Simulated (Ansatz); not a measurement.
# HgTe: Core-level photoemission

Cell: a structure deposited in the COD, its atoms then relaxed with PBE in this cell, repeated to a supercell; a hole's nearest image is 9.0 Å away.

```cif
data_HgTe
_symmetry_space_group_name_H-M 'Fm-3m'
_symmetry_Int_Tables_number 225
_cell_length_a 6.3600
_cell_length_b 6.3600
_cell_length_c 6.3600
_cell_angle_alpha 90.000
_cell_angle_beta 90.000
_cell_angle_gamma 90.000
loop_
_atom_site_label
_atom_site_type_symbol
_atom_site_symmetry_multiplicity
_atom_site_Wyckoff_symbol
_atom_site_fract_x
_atom_site_fract_y
_atom_site_fract_z
Hg1 Hg 4 a 0.0000 0.0000 0.0000
Te9 Te 4 b 0.5000 0.5000 0.5000
```

One atom of each set is listed; the run and its k-mesh use a cell of 16 atoms with edges of 8.99, 8.99, 8.99 Å.

Level of theory: DFT, PBE, plane waves and PAW, scalar-relativistic, 420 eV cutoff, Γ-centred 4×4×4 k-points, Fermi–Dirac smearing 0.05 eV (Ansatz 0.2.0).

Each value is a total-energy difference between the cell with one core hole and the ground state (ΔSCF), counted from the Fermi energy. The valence electrons get no spin in the cell with the hole, so they can't polarise against the unpaired core electron; that puts absolute values high, by some tenths of an eV and in some cases by about 1 eV.

Problem. What binding energies does the calculation give for Hg 4f, Te 3d?

Solution. 

| line | atom | first shell | E_B (eV) | j = l + ½ / j = l − ½ (eV) |
| --- | --- | --- | --- | --- |
| Hg 4f | 1 | 6 Te at 3.18 Å | 99.8 | 98.1 / 102.1 |
| Te 3d | 9 | 6 Hg at 3.18 Å | 571.4 | 567.3 / 577.7 |

For p, d and f shells E_B is the weighted mean of the two lines, whose splitting comes from the free atom's Dirac orbitals.

Absolute PBE values can be off by an eV or more, and the 3d and 4f lines of heavy atoms by several eV. Multiplets, satellites and widths aren't calculated.
